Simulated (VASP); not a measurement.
Wanted: the native input for a VASP 6.6.1 run.

- Task: single point
- Functional: PBE
- Dispersion: D3(BJ)
- Potentials or basis: VASP PAW PBE potentials, release 64 (Se)
- Cutoff: 520 eV
- k mesh: 9 × 9 × 8
- Occupations: gaussian, width 0.05 eV
- Spin: no spin polarisation
- Dipole correction: no
- Further INCAR settings: ALGO = Normal; EDIFF = 1e-07; NBANDS = 16

The structure of Se lies in POSCAR:

```
Se
1.0
    4.2945953382      0.0000000000      0.0000000000
   -2.1472976691      3.7192286618      0.0000000000
    0.0000000000      0.0000000000      4.6012294453
Se
3
Direct
    0.2780715923      0.0000000000      0.3333333333
    0.0000000000      0.2780715923      0.6666666667
    0.7219284077      0.7219284077      0.0000000000
```

The cell isn't the ideal one: shift of Se1 along [1 0 0], its symmetry partners moved alike: +0.125 Å in the relaxed cell; c/a of the conventional cell at fixed volume 1.0714.

The input as run:

INCAR

```
SYSTEM = Se
PREC = Accurate ; ENCUT = 520
EDIFF = 1E-7 ; ISMEAR = 0
SIGMA = 0.05 ; LREAL = .FALSE.
LASPH = .TRUE. ; NELM = 100
ALGO = Normal ; ISIF = 2
LWAVE = .FALSE. ; LCHARG = .FALSE.
GGA = PE ; IVDW = 12
NBANDS = 16
```

KPOINTS

```
regular mesh
0
G
  9 9 8
  0 0 0
```

Potentials or basis: VASP PAW PBE potentials, release 64 (Se).

Launch:

```sh
$ cat potpaw_PBE.64/Se/POTCAR > POTCAR
$ mpirun -np 1 vasp_std > vasp.out
```

It gave:

| Item | Value |
| --- | --- |
| Pressure | -3.4 GPa |
| Largest force | 0.634 eV/Å |
| Band gap on the k mesh | none (metal or under the smearing width) |
| Dispersion energy per atom | -0.356 eV |

Caveat: pairwise dispersion overbinds metals, which lowers pressure and volume.

It took 53 s on 1 thread of Intel(R) Xeon(R) Platinum 8488C (Sapphire Rapids), with other jobs on the host, peak memory 0.23 GiB.
